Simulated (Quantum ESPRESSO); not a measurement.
Crystal: Na.

```xyz
4
Lattice="3.7004 0.0000 0.0000 -1.8502 3.2046 0.0000 0.0000 0.0000 12.5373" Properties=species:S:1:pos:R:3 pbc="T T T"
Na    1.8502    1.0682    9.4030
Na    0.0000    2.1364    3.1343
Na    0.0000    0.0000    6.2687
Na    0.0000    0.0000    0.0000
```

This isn't the form of Na at room conditions, which is bcc.

| Quantity | Value |
| --- | --- |
| Program | Quantum ESPRESSO 7.5 |
| Task | relaxation of cell and atoms |
| Functional | PBEsol |
| Dispersion | rVV10 |
| Potentials or basis | GBRV 1.5 PBEsol |
| Cutoff | 612 eV |
| Density cutoff | 4898 eV |
| k mesh | 7 × 7 × 3 |
| Occupations | fermi-dirac, width 0.05 eV |
| Spin | no spin polarisation |

At the start: pressure -0.4 GPa; volume 37.17 Å³/atom.

**Question.** How do energy, volume and symmetry change on relaxing?

**Answer.** Over 3 steps the energy falls by 2.3 meV/atom and the volume is 34.97 Å³/atom (-5.9 %); space group P6_3/mmc (No. 194, to 0.05 Å).

Step by step:
```tsv
step	energy change (eV)	largest force (eV/Å)	pressure (GPa)	volume (Å³)
1	0.0000	0.0000	-0.42	148.67
2	-0.0004	0.0000	-0.42	148.52
3	-0.0091	0.0000	0.05	139.87
```

Final structure:
```
Na
1.0
     3.63885    0.00000    0.00000
    -1.81943    3.15134    0.00000
     0.00000    0.00000   12.19735
Na
4
Direct
  0.66667 0.33333 0.75000
  0.33333 0.66667 0.25000
  0.00000 0.00000 0.50000
  0.00000 0.00000 0.00000
```

Caveat: rVV10's parameter b was fitted to another functional.
